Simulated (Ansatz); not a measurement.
Si₂W, DFT, PBE, all-electron PAW with datasets made for the crystal, scalar-relativistic (Ansatz 0.2.0), run on 1 thread of Arm Neoverse V1 on a shared host.

The cell is COD entry 1010283, as deposited and not checked against the literature; nothing was relaxed. It differs from other determinations. The listed cell was then made from it by scaling, straining or moving an atom.

Command: `ansatz run input.yaml --threads 1 --pin off --max-ram 6144MiB --backend cpu --events-out ev --progress --plain --runs-dir out`

```yaml
crystal:
  lattice:
    - [-1.58994, 1.58994, 3.94]
    - [1.58994, -1.58994, 3.94]
    - [1.58994, 1.58994, -3.94]
  atoms:
    - { symbol: Si, position: [0.333, 0.333, 0.0] }
    - { symbol: Si, position: [0.667, 0.667, 0.0] }
    - { symbol: W, position: [0.0, 0.0, 0.0] }
kpoints:
  mp_grid: { grid: [11, 11, 14] }
scf:
  occupations: { method: fermi_dirac, width: 0.05 }
hamiltonian:
  xc: pbe
  pseudopotentials: { kind: all_electron, datasets: crystal }
output:
  forces: true
  stress: true
  eigenvalues: true
  efg: { contact_densities: true }
```

Q: How large is the problem that the program sets up?

A: 468 irreducible k-points, 543 plane waves at Γ, 11 bands.

Q: About how long does it take, and how much memory does it use?

A: 52 s of wall time for 10 SCF iterations, with a peak of 1.1 GiB. Times on shared machines scatter by tens of per cent.

Q: And the same cell and mesh by PAW (frozen-core files), asked for forces, stress, eigenvalues, efg, on the same hardware?

A: 16 s, peak memory 0.55 GiB.
